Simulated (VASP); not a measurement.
Method: PBE GGA with spin-orbit coupling, VASP's PBE PAW potentials (set 64) (plane waves; VASP).

The input files of a VASP run:

### KPOINTS_OPT
```
k-points along high-symmetry lines
8
Line-mode
Reciprocal
  0.000000   0.000000   0.000000 ! GAMMA
  0.000000   0.500000   0.000000 ! X

  0.000000   0.500000   0.000000 ! X
  0.500000   0.500000   0.000000 ! M

  0.500000   0.500000   0.000000 ! M
  0.000000   0.000000   0.000000 ! GAMMA

  0.000000   0.000000   0.000000 ! GAMMA
  0.500000   0.500000   0.500000 ! R

  0.500000   0.500000   0.500000 ! R
  0.000000   0.500000   0.000000 ! X

  0.500000   0.500000   0.500000 ! R
  0.500000   0.500000   0.000000 ! M
```

**KPOINTS**
```
Automatic mesh
0
Gamma
5 5 5
0 0 0
```

**INCAR**
```
SYSTEM = BaSnO3
PREC = Accurate
ENCUT = 520
EDIFF = 1E-6
NELM = 100
ALGO = Normal
LREAL = .FALSE.
LASPH = .TRUE.
ISMEAR = 0
SIGMA = 0.05
GGA = PE
LMAXMIX = 4
LWAVE = .FALSE.
LCHARG = .FALSE.
LSORBIT = .TRUE.
MAGMOM = 0 0 0 0 0 0 0 0 0 0 0 0 0 0 0
GGA_COMPAT = .FALSE.
```

File POSCAR:
```
BaSnO3
1.0
  4.1882094173   0.0000000000   0.0000000000
  0.0000000000   4.1882094173   0.0000000000
  0.0000000000   0.0000000000   4.1882094173
Ba Sn O
1 1 3
direct
  0.0000000000   0.0000000000   0.0000000000
  0.5000000000   0.5000000000   0.5000000000
  0.5000000000   0.0000000000   0.5000000000
  0.0000000000   0.5000000000   0.5000000000
  0.5000000000   0.5000000000   0.0000000000
```

POTCAR, in this order: Ba_sv Sn_d O (PBE.64 set). Program: vasp_ncl.

What VASP printed:

File OSZICAR:
```
       N       E                     dE             d eps       ncg     rms          rms(c)
DAV:   1     0.584007565272E+03    0.58401E+03   -0.20077E+04  1046   0.218E+03
DAV:   2     0.686257229883E+02   -0.51538E+03   -0.49659E+03  1104   0.639E+02
DAV:   3    -0.286357709491E+02   -0.97261E+02   -0.94882E+02  1124   0.229E+02
DAV:   4    -0.361029419633E+02   -0.74672E+01   -0.73921E+01  1294   0.666E+01
DAV:   5    -0.364117615961E+02   -0.30882E+00   -0.30830E+00  1518   0.125E+01    0.137E+01
DAV:   6    -0.316336010983E+02    0.47782E+01   -0.24431E+01  1486   0.688E+01    0.595E+00
DAV:   7    -0.316994695351E+02   -0.65868E-01   -0.21537E+00  1216   0.946E+00    0.311E+00
DAV:   8    -0.316710971206E+02    0.28372E-01   -0.32926E-01  1214   0.424E+00    0.874E-01
DAV:   9    -0.316581627670E+02    0.12934E-01   -0.58043E-02  1480   0.262E+00    0.307E-01
DAV:  10    -0.316589455318E+02   -0.78276E-03   -0.60368E-03  1380   0.535E-01    0.101E-01
DAV:  11    -0.316592699577E+02   -0.32443E-03   -0.64673E-04  1376   0.340E-01    0.190E-02
DAV:  12    -0.316592854716E+02   -0.15514E-04   -0.83098E-05  1566   0.119E-01    0.899E-03
DAV:  13    -0.316592852105E+02    0.26107E-06   -0.57511E-06  1344   0.200E-02
   1 F= -.31659285E+02 E0= -.31659285E+02  d E =-.125521E-10  mag=    -0.0000    -0.0000     0.0000
       N       E                     dE             ncg
       N       E                     dE             ncg
       N       E                     dE             ncg
       N       E                     dE             ncg
       N       E                     dE             ncg
```

OUTCAR:
```
------------------------ aborting loop because EDIFF is reached ----------------------------------------
  FORCE on cell =-STRESS in cart. coord.  units (eV):
  Direction    XX          YY          ZZ          XY          YZ          ZX
  --------------------------------------------------------------------------------------
  Total       -0.0361560     -0.0361560     -0.0361560      0.0000000      0.0000000      0.0000000
  in kB       -0.7885074     -0.7885074     -0.7885074      0.0000000      0.0000000      0.0000000
  external PRESSURE =      -0.7885074 kB  Pullay stress =       0.0000000 kB
  volume of cell :       73.47
      direct lattice vectors                 reciprocal lattice vectors
     4.188209417  0.000000000  0.000000000     0.238765520  0.000000000  0.000000000
     0.000000000  4.188209417  0.000000000     0.000000000  0.238765520  0.000000000
     0.000000000  0.000000000  4.188209417     0.000000000  0.000000000  0.238765520
 POSITION                                       TOTAL-FORCE (eV/Angst)
 -----------------------------------------------------------------------------------
      0.00000      0.00000      0.00000         0.000000      0.000000      0.000000
      2.09410      2.09410      2.09410         0.000000      0.000000      0.000000
      2.09410      0.00000      2.09410         0.000000      0.000000      0.000000
      0.00000      2.09410      2.09410         0.000000      0.000000      0.000000
      2.09410      2.09410      0.00000         0.000000      0.000000      0.000000
 -----------------------------------------------------------------------------------
    total drift:                                0.000000     -0.000000     -0.000000
  FREE ENERGIE OF THE ION-ELECTRON SYSTEM (eV)
  ---------------------------------------------------
  free  energy   TOTEN  =       -31.6592852105 eV

  energy  without entropy=      -31.6592852105  energy(sigma->0) =      -31.65928521

 Ion:    1  E_soc:     -0.3837857

 Ion:    2  E_soc:     -0.0727035

 Ion:    3  E_soc:     -0.0003824

 Ion:    4  E_soc:     -0.0003824

 Ion:    5  E_soc:     -0.0003824
```
(Selected blocks of OUTCAR.)

**OUTCAR**
```
 val. band max:        3.9522327086   @ k =   0.4000   0.4000   0.4000

 cond. band min:       4.3858828610   @ k =   0.0000   0.0000   0.0000


 Fermi energy:         4.1697988111

 k-point     1 :       0.0000    0.0000    0.0000
  band No.  band energies     occupation
      1     -21.0783      1.00000
      2     -21.0783      1.00000
      3     -16.9008      1.00000
      4     -16.9008      1.00000
      5     -16.9008      1.00000
      6     -16.9008      1.00000
      7     -15.8778      1.00000
      8     -15.8778      1.00000
      9     -15.8778      1.00000
     10     -15.8778      1.00000
     11     -15.5353      1.00000
     12     -15.5353      1.00000
     13     -13.4557      1.00000
     14     -13.4557      1.00000
     15     -10.8582      1.00000
     16     -10.8582      1.00000
     17     -10.8582      1.00000
     18     -10.8582      1.00000
     19      -7.5499      1.00000
     20      -7.5499      1.00000
     21      -5.6891      1.00000
     22      -5.6891      1.00000
     23      -5.6891      1.00000
     24      -5.6891      1.00000
     25      -0.5950      1.00000
     26      -0.5950      1.00000
     27      -0.2509      1.00000
     28      -0.2509      1.00000
     29      -0.2509      1.00000
     30      -0.2509      1.00000
     31       3.0823      1.00000
     32       3.0823      1.00000
     33       3.0823      1.00000
     34       3.0823      1.00000
     35       3.0978      1.00000
     36       3.0978      1.00000
     37       3.4385      1.00000
     38       3.4385      1.00000
     39       3.5834      1.00000
     40       3.5834      1.00000
     41       3.5834      1.00000
     42       3.5834      1.00000
     43       4.3859      0.00000
     44       4.3859      0.00000
     45       8.9029      0.00000
     46       8.9029      0.00000
     47       8.9029      0.00000
     48       8.9029      0.00000
     49      11.1160      0.00000
     50      11.1276      0.00000

...
```

The compound is BaSnO3 in the cubic perovskite structure. It was relaxed first, which changed the volume by +5 %.
